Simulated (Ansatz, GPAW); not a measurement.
# butane-1,4-dithiol between two Al chains: relaxation, then transmission at several levels, part 5 of 5

How well does butane-1,4-dithiol between two Al chains conduct once its atoms have relaxed, and how much do cheaper levels lose?

GPAW 26.7.0 and Ansatz 0.2.0; Ansatz plane waves; relaxation of the junction with the lead ends held; PAW set soft_1 (the session's first sound run).

So far, transmission at the Fermi level (one spin): step 3 (plane waves, PBE) 3.5e-4; step 5 (GPAW, szp: basis = "szp(dzp)", PBE, GPAW) 3.1e-4; step 6 (minimal basis, PBE, GPAW) 2.5e-4; step 7 (revPBE in the dzp basis: xc = "revPBE") 2.8e-4; step 8 (the structure as built: geometry = "as built", PBE, GPAW) 0.0578. Also open channels of the lead at the Fermi level (one spin): 2 in steps 3, 4, 5, 7 and 8.

## (11) Other settings

One more run, with changed settings.

This step: GPAW LCAO, PAW setups; Landauer transmission from Green's functions with principal layers (ASE), zero bias (GPAW 26.7.0).

run.py

```python
import json
import numpy as np
from ase import Atoms
from ase.transport.calculators import TransportCalculator
from gpaw import GPAW, FermiDirac
from gpaw.lcao.tools import get_lcao_hamiltonian
from scipy.linalg import eigh

# The junction with lead layers at both ends, along the third cell vector
device = Atoms(
    ['Al', 'Al', 'Al', 'Al', 'Al', 'Al', 'Al', 'S', 'H', 'C', 'H', 'H', 'C', 'H', 'H', 'C', 'H', 'H', 'C', 'H', 'S', 'Al', 'Al', 'Al', 'Al', 'Al', 'Al', 'Al'],
    positions=[
        [5.47599, 4.68554, 1.20000],
        [5.47599, 4.68554, 3.60000],
        [5.47599, 4.68554, 6.00000],
        [5.47599, 4.68554, 8.40000],
        [5.47599, 4.68554, 10.80000],
        [5.45813, 2.83274, 12.51798],
        [5.40921, 3.99480, 14.81525],
        [4.99787, 3.25362, 16.86978],
        [5.98768, 5.31860, 17.73617],
        [5.16792, 4.66372, 18.05831],
        [6.35839, 3.53268, 19.45757],
        [4.23509, 5.24136, 18.03168],
        [5.42826, 4.12157, 19.46404],
        [4.62037, 3.42418, 19.73595],
        [6.33093, 5.94014, 20.23584],
        [5.52307, 5.24276, 20.50782],
        [6.71587, 4.12310, 21.94080],
        [4.59294, 5.83166, 20.51406],
        [5.78327, 4.70110, 21.91378],
        [4.96324, 4.04677, 22.23637],
        [5.95416, 6.11205, 23.10115],
        [5.53650, 5.37681, 25.15662],
        [5.48094, 6.54180, 27.45183],
        [5.47599, 4.68554, 29.16570],
        [5.47599, 4.68554, 31.56570],
        [5.47599, 4.68554, 33.96570],
        [5.47599, 4.68554, 36.36570],
        [5.47599, 4.68554, 38.76570]],
    cell=[[10.95199, 0.0, 0.0], [0.0, 9.37109, 0.0], [0.0, 0.0, 39.9657]],
    pbc=True)

# One principal layer of the lead: the first 4 atoms of the device
lead = Atoms(
    ['Al', 'Al', 'Al', 'Al'],
    positions=[
        [5.47599, 4.68554, 1.20000],
        [5.47599, 4.68554, 3.60000],
        [5.47599, 4.68554, 6.00000],
        [5.47599, 4.68554, 8.40000]],
    cell=[[10.95199, 0.0, 0.0], [0.0, 9.37109, 0.0], [0.0, 0.0, 8.64]],
    pbc=True)

settings = dict(mode='lcao', basis='dzp', xc='PBE', h=0.2,
                occupations=FermiDirac(0.1), maxiter=60,
                mixer=dict(beta=0.1, nmaxold=8, weight=100.0),
                convergence=dict(density=0.0001))
energies = np.arange(-2, 2 + 1e-9, 0.025)
eta = 0.0001
n1, n2 = 1, 1
# k and -k transmit alike, so half of the mesh across the current serves
mesh = [(i, j) for i in range(n1) for j in range(n2) if (i, j) <= (-i % n1, -j % n2)]
weights = np.array([1 if (i, j) == (-i % n1, -j % n2) else 2 for i, j in mesh]) / (n1 * n2)


def ground_state(atoms, size, txt):
    atoms.calc = GPAW(kpts={'size': size, 'gamma': True}, symmetry={'tolerance': 1e-3}, txt=txt, **settings)
    atoms.get_potential_energy()
    return atoms.calc.get_fermi_level()


def blocks(atoms, fermi, points, nz, cells):
    """H - E_F S and S between cell 0 and the cells above it, at each point across the current."""
    kz = np.arange(nz) / nz
    calc = atoms.calc.fixed_density(kpts=[(*k, z) for k in points for z in kz], symmetry='off', txt=None)
    H, S = get_lcao_hamiltonian(calc)
    H = (H - fermi * S).reshape(len(H), len(points), nz, *S.shape[1:])
    S = S.reshape(H.shape[1:])
    phases = [np.exp(-2j * np.pi * kz * R) / nz for R in cells]
    return [(np.einsum('skzij,z->ksij', H, p), np.einsum('kzij,z->kij', S, p)) for p in phases]


def pair(a, b):
    return np.block([[a, b], [b.T.conj(), a]])


def count_channels(h, s, cells, nk=240):
    """Half the number of times that the lead's bands cross each energy, unfolded to its shortest repeat."""
    b = len(h) // cells
    bands = []
    for k in (np.arange(nk + 1) + 0.5) / nk:
        hk, sk = h[:b, :b].copy(), s[:b, :b].copy()
        for R in range(1, cells):
            phase, block = np.exp(2j * np.pi * k * R), slice(R * b, (R + 1) * b)
            hk += h[:b, block] * phase + (h[:b, block] * phase).T.conj()
            sk += s[:b, block] * phase + (s[:b, block] * phase).T.conj()
        w, u = eigh(sk)
        x = u[:, w > 1e-5] / w[w > 1e-5]**0.5  # drop near-dependent combinations
        bands.append(np.r_[eigh(x.T.conj() @ hk @ x, eigvals_only=True), [1e9] * (w <= 1e-5).sum()])
    below = np.array(bands)[:, :, None] < energies
    return (below[1:] != below[:-1]).sum((0, 1)) / 2


fermi_lead = ground_state(lead, (1, 1, 12), 'lead.txt')
fermi_device = ground_state(device, (1, 1, 2), 'device.txt')
T, channels, eigen, tail, misfit, shifts = [], [], [], 0.0, 0.0, []
for first in range(0, len(mesh), 141):
    points = [(i / n1, j / n2) for i, j in mesh[first:first + 141]]
    (H0k, S0k), (H1k, S1k), (H2k, _) = blocks(lead, fermi_lead, points, 5, range(3))
    [(Hk, Sk)] = blocks(device, fermi_device, points, 2, [0])
    tail = max(tail, abs(H2k).max())
    for H0, S0, H1, S1, H, S in zip(H0k, S0k, H1k, S1k, Hk, Sk):
        n = len(S0)
        # Shift the lead onto the potential of the device's first layer
        shift = ((H[:, 0, 0] - H0[:, 0, 0]) / S0[0, 0]).real.mean()
        shifts.append(shift)
        misfit = max(misfit, abs(H[:, :n, :n] - H0 - shift * S0).max())
        Tk, Ck, Ek = [], [], []
        for s in range(len(H)):
            t = s % len(H0)  # a lead without moments serves both spins
            h1, s1 = pair(H0[t] + shift * S0, H1[t] + shift * S1), pair(S0, S1)
            leads = dict(h1=h1, s1=s1, energies=energies, eta=eta, eta1=eta, eta2=eta)
            calc = TransportCalculator(h=H[s], s=S, eigenchannels=3, **leads)
            Tk.append(calc.get_transmission())
            Ek.append(np.sort(calc.eigenchannels_ne, axis=0)[::-1])
            Ck.append(count_channels(h1, s1, 2))
        T.append(Tk)
        channels.append(Ck)
        eigen.append(Ek)
T, channels = np.array(T), np.array(channels)
mean, open_channels = np.einsum('kse,k->se', T, weights), np.einsum('kse,k->se', channels, weights)

print(f'basis functions: device {len(S)}, principal layer {n}')
print(f'Fermi level: lead {fermi_lead:.4f} eV, device {fermi_device:.4f} eV; lead shifted by {np.mean(shifts):.4f} eV')
print(f'largest coupling past the next layer {tail:.2e} eV, largest misfit of the first layer {misfit:.3f} eV')
print('  E-E_F (eV)   ' + 'T (one spin)  channels')
for e, t, c in zip(energies, mean.T, open_channels.T):
    print(f'{e:10.3f}  ', *[f'{x:11.4e}' for x in t], *[f'{x:9.4f}' for x in c])

kT = 8.617333e-5 * 300
fine = np.linspace(energies[0], energies[-1], 4001)
both = np.exp(np.interp(fine, energies, np.log(np.maximum(mean.sum(0) * 2 / len(mean), 1e-30))))
fermi = lambda mu: 1 / (1 + np.exp(np.clip((fine - mu) / kT, -200, 200)))
slope = fermi(0) * (1 - fermi(0)) / kT
G = np.trapezoid(both * slope, fine) / 2
seebeck = -np.trapezoid(both * slope * fine, fine) / (2 * G * 300) * 1e6
print(f'conductance at 300 K: {G:.5g} G0 a cell; thermopower {seebeck:.4g} uV/K')
bias = [0.1, 0.2, 0.5, 1.0, 1.5, 2.0]
current = [38.74 * np.trapezoid(both * (fermi(V / 2) - fermi(-V / 2)), fine) for V in bias]
for V, I in zip(bias, current):
    print(f'current from the zero-bias T(E) at {V} V: {I:.5g} uA')
zero = abs(energies).argmin()
json.dump(dict(energies=energies.tolist(), T=mean.tolist(), channels=open_channels.tolist(), G=G, seebeck=seebeck,
               bias=bias, current=current, tail=tail, misfit=misfit, shift=np.mean(shifts), n_device=len(S), n_lead=n,
               fermi=[fermi_lead, fermi_device], energy=device.get_potential_energy(),
               moments=device.get_magnetic_moments().tolist(), mesh=mesh, weights=weights.tolist(),
               T_k=T[:, :, zero].tolist(), eigen=np.array(eigen[0]).tolist()), open('result.json', 'w'))
```

The run is started by

```
> OMP_NUM_THREADS=1 OPENBLAS_NUM_THREADS=1 python run.py
```

Log:

```text
basis functions: device 300, principal layer 52
Fermi level: lead -3.6280 eV, device -3.0630 eV; lead shifted by 0.2105 eV
largest coupling past the next layer 9.44e-06 eV, largest misfit of the first layer 1.614 eV
  E-E_F (eV)   T (one spin)  channels
    -2.000    7.7131e-04    1.0000
    -1.975    1.1326e-03    1.0000
    -1.950    1.6410e-03    1.0000
    -1.925    2.4143e-03    1.0000
    -1.900    3.6418e-03    1.0000
    -1.875    5.6758e-03    1.0000
    -1.850    9.2101e-03    1.0000
    -1.825    1.5683e-02    1.0000
    -1.800    2.8224e-02    1.0000
    -1.775    5.3798e-02    1.0000
    -1.750    1.0710e-01    1.0000
    -1.725    2.1051e-01    1.0000
    -1.700    3.6140e-01    1.0000
    -1.675    4.7446e-01    1.0000
    -1.650    4.5608e-01    1.0000
    -1.625    3.2692e-01    1.0000
[...]
1.825    4.0521e-04    0.0000
     1.850    1.6858e-09    0.0000
     1.875    9.7176e-11    0.0000
     1.900    2.1991e-11    0.0000
     1.925    9.7036e-12    0.0000
     1.950    6.3937e-12    0.0000
     1.975    5.2100e-12    0.0000
     2.000    1.0109e-11    0.0000
conductance at 300 K: 0.0011126 G0 a cell; thermopower 5.814 uV/K
current from the zero-bias T(E) at 0.1 V: 0.0070521 uA
current from the zero-bias T(E) at 0.2 V: 0.011041 uA
current from the zero-bias T(E) at 0.5 V: 0.021523 uA
current from the zero-bias T(E) at 1.0 V: 0.040559 uA
current from the zero-bias T(E) at 1.5 V: 0.096619 uA
current from the zero-bias T(E) at 2.0 V: 0.13618 uA
```

The job ended after 3.1 min (1 thread of Intel Xeon Platinum 8375C at 2.90GHz (Ice Lake), shared host; peak memory 1.6 GiB).

The run finished. A setting was moved off its sound value on purpose, so it serves as a test and not as the result.

The fault put into the input: a lead period that doesn't match its atoms (period = 8.64).

The two runs compared:

```
                                               quantity   this run  sound run  difference
                                       conductance (G₀)  0.0011126   3.090e-4      8.0e-4
    largest coupling past the next principal layer (eV)   9.444e-6  1.422e-15      9.4e-6
       largest misfit of the first principal layer (eV)     1.6144   0.058482        1.56
                        shift that aligns the lead (eV)    0.21054   0.018297       0.192
             transmission at the Fermi level (one spin)  0.0084756   3.070e-4     0.00817
open channels of the lead at the Fermi level (one spin)          1          2          -1
```

One result that differs is the largest misfit of the first principal layer, 1.61 eV against 0.0585 eV.

## (12) Summary of results

- conductance: 3.1e-4 G₀
- transmission at the Fermi level, mean of the spins: 3.1e-4
- thermopower: -22.4 μV/K
- open channels of the lead there: 2

**Reading.** In the dzp basis the junction conducts 3.1e-4 G₀ at 300 K, with T = 3.1e-4 a spin at the Fermi level; the szp basis reaches that conductance within 10 %. Relaxation moved atoms by up to 2.1 Å and took the conductance from 0.0567 to 3.1e-4 G₀, as a ratio a larger change than the step from dzp to the minimal basis. Plane waves (PBE) give T = 3.5e-4 there. The junction is in the tunnelling regime at the Fermi level. The negative thermopower says that the thermally weighted transmission is larger above the Fermi level, as for electron-like transport. Measured against the first run (pw-pbe), the nearest curve is that of dzp (r.m.s. 0.0043) and the farthest that of asbuilt (0.048). Over the compared runs wall time goes from 105 s (sz) to 180 s (dzp), on a shared host; the plane-wave run used 4 threads and the orbital runs 1. Moves of this size go well beyond a change of bond lengths: the free chain atoms or the scatterer took up a new arrangement, and the name in the title describes the start. The leads kept an estimated spacing and the cell its length, so the junction may be under some tension or compression. Semilocal functionals put molecular levels too near the Fermi level, so such conductances usually come out too high, and chain electrodes have a sharper density of states than real ones. Energies count from the junction cell's Fermi level; in the run with T = 3.1e-4 there, the aligned lead's own level lies at 0.018 eV, where T interpolates to 3.2e-4; the finite cell leaves the answer open by at least that much. An evenly spaced straight chain is an idealisation: free chains tend to dimerise, zigzag or, where a band edge lies near the Fermi level, turn magnetic. The currents use the zero-bias T(E) throughout, which holds only while the bias is small against the distance to the nearest feature.

[Logs are printed without paths, hosts, clocks, repeated set-up lines and the standing remarks that a program may print on its own settings, such as how far it seeks lower states.]

[Hosts, paths, dates, database ids (printed as entryN), source tags and the programs' standing remarks are cut or masked in the printed files.]
